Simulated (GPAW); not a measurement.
Set up this calculation in GPAW 26.7.0, as an ASE script.

- Task: phonons
- Functional: BEEF-vdW
- Potentials or basis: GPAW PAW data sets (gpaw-data 1.2.1)
- Basis: fd
- Grid spacing: 0.16 Å
- k mesh: 7 × 7 × 7
- Occupations: fermi-dirac, width 0.05 eV
- Spin: no spin polarisation
- Maxiter: 150
- convergence: tight_forces
- Supercell: 1 × 1 × 1
- Supercell k mesh: 7 × 7 × 7
- Displacement: 0.03
- Relaxed first: ions

Sn:

```xyz
2
Lattice="0.0000 3.2333 3.2333 3.2333 0.0000 3.2333 3.2333 3.2333 0.0000" Properties=species:S:1:pos:R:3 pbc="T T T"
Sn    1.6167    1.6167    1.6167
Sn    0.0000    0.0000    0.0000
```

This isn't the form of Sn at room conditions, which is tetragonal (white tin).

These files were run (other wordings do the same):

run.py

```python
import json
import numpy as np
from ase import Atoms
from ase.constraints import FixSymmetry
from ase.io import write
from ase.optimize import BFGS
from ase.spacegroup import crystal
from phonopy import Phonopy
from phonopy.structure.atoms import PhonopyAtoms
from gpaw import GPAW

# Sn 8a
atoms = crystal(['Sn'],
                basis=[[0.25, 0.25, 0.25]],
                spacegroup=227, setting=1,  # Fd-3m
                cellpar=[6.4666856, 6.4666856, 6.4666856, 90.0, 90.0, 90.0],
                primitive_cell=True)

calc = GPAW(mode='fd',
            h=0.16,
            xc={'name': 'BEEF-vdW', 'backend': 'libvdwxc'},
            kpts={'size': (7, 7, 7), 'gamma': True},
            occupations={'name': 'fermi-dirac', 'width': 0.05},
            nbands=24,
            convergence={'density': 1e-06, 'forces': 0.0001, 'eigenstates': 1e-09},
            maxiter=150,
            txt='gpaw.txt')
atoms.calc = calc
atoms.set_constraint(FixSymmetry(atoms))
BFGS(atoms, trajectory='relax.traj', logfile='-').run(fmax=0.005, steps=40)
atoms.set_constraint()
energy = atoms.get_potential_energy()
forces = atoms.get_forces()
calc.write('gs.gpw')
write('result.traj', atoms)
print('Cell:', atoms.cell.cellpar().round(4))
print(atoms.get_scaled_positions().round(5))

def force_constants(scale):
    unit = PhonopyAtoms(symbols=atoms.get_chemical_symbols(), cell=atoms.cell[:] * scale**(1 / 3),
                        scaled_positions=atoms.get_scaled_positions())
    ph = Phonopy(unit, supercell_matrix=np.diag([1, 1, 1]), primitive_matrix=np.eye(3), symprec=1e-4)
    ph.generate_displacements(distance=0.03)
    forces = []
    for i, sc in enumerate(ph.supercells_with_displacements):
        a = Atoms(sc.symbols, cell=sc.cell, scaled_positions=sc.scaled_positions, pbc=True)
        c = GPAW(mode='fd',
                 h=0.16,
                 xc={'name': 'BEEF-vdW', 'backend': 'libvdwxc'},
                 kpts={'size': (7, 7, 7), 'gamma': True},
                 occupations={'name': 'fermi-dirac', 'width': 0.05},
                 nbands=24,
                 convergence={'density': 1e-06, 'forces': 0.0001, 'eigenstates': 1e-09},
                 maxiter=150,
                 txt=f'disp-{scale:.2f}-{i:02d}.txt')
        a.calc = c
        f = a.get_forces()
        forces.append(f - f.mean(axis=0))
        print(f'displacement {i}: drift', f.mean(axis=0).round(5), flush=True)
    ph.forces = forces
    ph.produce_force_constants()
    ph.symmetrize_force_constants()
    return ph

qpoints = [[0.0, 0.0, 0.0]]
results = {}
for scale in [1.0]:
    ph = force_constants(scale)
    ph.run_qpoints(qpoints)
    nu = ph.qpoints.frequencies * 33.35641  # THz to cm^-1
    results[f'{scale:.2f}'] = nu.tolist()
    for qp, f in zip(qpoints, nu):
        print(scale, np.round(qp, 4), f.round(2))
json.dump(results, open('phonons.json', 'w'))
```

Potentials or basis: GPAW PAW data sets (gpaw-data 1.2.1), fd.

The run is started by

```sh
$ OMP_NUM_THREADS=1 python run.py
```

It gave:

The band gap on the k mesh is none (metal or under the smearing width) and the highest phonon frequency at Γ is 196 cm⁻¹.

Wall time 8.5 min on 1 thread of Arm Neoverse V1, on a shared host, peak memory 1.2 GiB.
